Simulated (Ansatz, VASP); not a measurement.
# Mg in VASP and in Ansatz

File POSCAR:

```
Mg
1.0
    3.0502998005      0.0000000000      0.0000000000
   -1.5251499003      2.6416371164      0.0000000000
    0.0000000000      0.0000000000      3.0448375700
Mg
1
Direct
    0.0000000000      0.0000000000      0.0000000000
```

The input INCAR.step1:

```
SYSTEM = Mg
PREC = Accurate ; ENCUT = 520
ISMEAR = 0 ; SIGMA = 0.1
LREAL = .False. ; LASPH = .True.
NELM = 100 ; NBANDS = 7
GGA = PE ; ALGO = Normal
EDIFF = 1E-4 ; LWAVE = .True.
LCHARG = .False.
```

Contents of INCAR.step2:

```
SYSTEM = Mg
PREC = Accurate ; ENCUT = 520
EDIFF = 1E-6 ; ISMEAR = 0
SIGMA = 0.1 ; LREAL = .False.
LASPH = .True. ; NELM = 100
ALGO = Normal ; ISIF = 2
LWAVE = .False. ; LCHARG = .False.
METAGGA = R2SCAN ; LMIXTAU = .True.
NBANDS = 7 ; ISTART = 1
```

KPOINTS

```
regular mesh
0
Gamma
  6 6 6
  0 0 0
```

Input for Ansatz:

```yaml
crystal:
  lattice:
    - [3.0502998005, 0.0, 0.0]
    - [-1.5251499003, 2.6416371164, 0.0]
    - [0.0, 0.0, 3.04483757]
  atoms:
    - { symbol: Mg, position: [0.0, 0.0, 0.0] }
basis:
  ecutwfc: 500
kpoints:
  mp_grid: { grid: [6, 6, 6] }
hamiltonian:
  xc: r2scan
scf:
  occupations: { method: gaussian, width: 0.1 }
  lower_state_search: "off"
output:
  forces: true
  stress: true
  eigenvalues: true
```

Alike in both runs: task single point; functional r2SCAN; k mesh 6 × 6 × 6; occupations gaussian, width 0.1 eV; no spin polarisation.

|  | VASP | Ansatz |
| --- | --- | --- |
| version | VASP 6.6.1 | Ansatz 0.2.0 |
| potentials or method | VASP PAW PBE potentials, release 64 (Mg) | scalar-relativistic, plane waves, PAW |
| plane-wave cutoff (eV) | 520 | 500 |
| valence electrons in the cell | 2 | 10 |

Ansatz gave:

| Item | Value |
| --- | --- |
| gap on the k mesh at the Fermi level (eV) | none |
| pressure (GPa) | 0.4 |
| largest component of the traceless stress (GPa) | 0.10 |

**Question.** Which values does VASP return?

**Answer.** gap on the k mesh at the Fermi level (eV): none; pressure (GPa): 0.2; largest component of the traceless stress (GPa): 0.05.

A gap of «none» marks a metal or a gap that the smearing closes. The two sets of potentials don't hold the same shells in valence.

Caveats: the k mesh is coarse (spacing up to 0.40 Å⁻¹), so the values aren't converged; the PAW data sets were made with another functional, which shifts forces and pressure a little (VASP).
